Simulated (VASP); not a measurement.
# Ga: intraband terms of a metal's spectrum

Ga, Cmcm (no. 63), 2 atoms in the cell. PBE, independent-particle dielectric function; PAW potentials Ga_d (PBE set).

## Input

INCAR.step1:
```
SYSTEM = Ga
EDIFF    = 1E-7           ! SCF threshold, eV
ENCUT    = 330            ! plane-wave cutoff, eV
ISMEAR   = 1              ! smearing method
KPAR     = 4            
LASPH    = .TRUE.         ! aspherical terms in the spheres
LCHARG   = .TRUE.         ! write CHGCAR
LMAXMIX  = 4              ! l up to which the mixer works
LWAVE    = .FALSE.        ! write WAVECAR
PREC     = Accurate       ! precision mode
SIGMA    = 0.1            ! smearing width, eV
```

INCAR.step2:
```
SYSTEM = Ga
CSHIFT   = 0.1          
EDIFF    = 1E-6           ! SCF threshold, eV
ENCUT    = 330            ! plane-wave cutoff, eV
ICHARG   = 11             ! starting density
ISMEAR   = 0              ! smearing method
KPAR     = 4            
LASPH    = .TRUE.         ! aspherical terms in the spheres
LCHARG   = .FALSE.        ! write CHGCAR
LMAXMIX  = 4              ! l up to which the mixer works
LWAVE    = .TRUE.         ! write WAVECAR
NBANDS   = 31             ! bands
NEDOS    = 3000           ! points of the DOS
OMEGAMAX = 30           
PREC     = Accurate       ! precision mode
SIGMA    = 0.3            ! smearing width, eV
```

INCAR.step3, as INCAR.step2 but for:
```
- LWAVE = .TRUE.
+ ALGO = None
+ ISTART = 1
+ LOPTICS = .TRUE.
+ LWAVE = .FALSE.
+ NELM = 1
```

INCAR.step4, as INCAR.step3 but for:
```
+ WPLASMAI = 0.03
```

INCAR.step5 to INCAR.step6 change the same tag again: WPLASMAI = 0.1, 0.3.

INCAR.step7, as INCAR.step6 but for:
```
- WPLASMAI = 0.3
+ RTIME = 40
```

INCAR.step8, as INCAR.step7 but for:
```
- RTIME = 40
+ RTIME = 20
```

INCAR.step9, as INCAR.step8 but for:
```
- RTIME = 20
+ LNABLA = .TRUE.
```

INCAR.step10, as INCAR.step9 but for:
```
- ISMEAR = 0
- LNABLA = .TRUE.
+ ISMEAR = -5
```

KPOINTS.step1:
```
k-points
0
Gamma
  10 10 8
```

KPOINTS.step2:
```
k-points
0
Gamma
  8 8 7
```

POSCAR:
```
Ga
1.0
    1.4500000000     -4.0650000000      0.0000000000
    1.4500000000      4.0650000000      0.0000000000
    0.0000000000      0.0000000000      3.1700000000
Ga
2
Direct
    0.1330000000      0.8670000000      0.7500000000
    0.8670000000      0.1330000000      0.2500000000
```

Commands (each step's output is kept before the next begins):
```
cat potpaw_PBE.64/Ga_d/POTCAR > POTCAR
cp INCAR.step1 INCAR
cp KPOINTS.step1 KPOINTS
mpirun -np 4 vasp_std > vasp.out
cp INCAR.step2 INCAR
cp KPOINTS.step2 KPOINTS
mpirun -np 4 vasp_std > vasp.out
cp INCAR.step3 INCAR
mpirun -np 4 vasp_std > vasp.out
cp INCAR.step4 INCAR
mpirun -np 4 vasp_std > vasp.out
cp INCAR.step5 INCAR
mpirun -np 4 vasp_std > vasp.out
cp INCAR.step6 INCAR
mpirun -np 4 vasp_std > vasp.out
cp INCAR.step7 INCAR
mpirun -np 4 vasp_std > vasp.out
cp INCAR.step8 INCAR
mpirun -np 4 vasp_std > vasp.out
cp INCAR.step9 INCAR
mpirun -np 4 vasp_std > vasp.out
cp INCAR.step10 INCAR
mpirun -np 4 vasp_std > vasp.out
```

## Result

- Bands: 31

One ground state, settings moved in the last step alone:

| Settings | Plasma frequency (eV) | Im ε at 0.5 eV | Im ε at 1 eV | Im ε at 2 eV | Im ε at 4 eV | Time (s) |
|---|---|---|---|---|---|---|
| interband part alone | 11.88 | 55.0 | 38.7 | 27.7 | 3.7 | 6 |
| Drude term, WPLASMAI 0.03 | 11.88 | 88.7 | 42.9 | 28.2 | 3.7 | 6 |
| Drude term, WPLASMAI 0.1 | 11.88 | 163.5 | 52.6 | 29.4 | 3.9 | 6 |
| Drude term, WPLASMAI 0.3 | 11.88 | 303.9 | 77.5 | 32.8 | 4.3 | 6 |
| relaxation time RTIME 40 fs | 11.88 | 73.5 | 41.0 | 28.0 | 3.7 | 6 |
| relaxation time RTIME 20 fs | 11.88 | 92.0 | 43.3 | 28.2 | 3.7 | 6 |
| transversal form (LNABLA) | 11.94 | 55.4 | 39.0 | 28.0 | 3.7 | 6 |
| tetrahedron method | – | – | – | – | – | no result |

VASP 6.6.1 took 70 s on 4 cores (Intel Xeon Platinum 8375C @ 2.90GHz (Ice Lake)), a shared host.
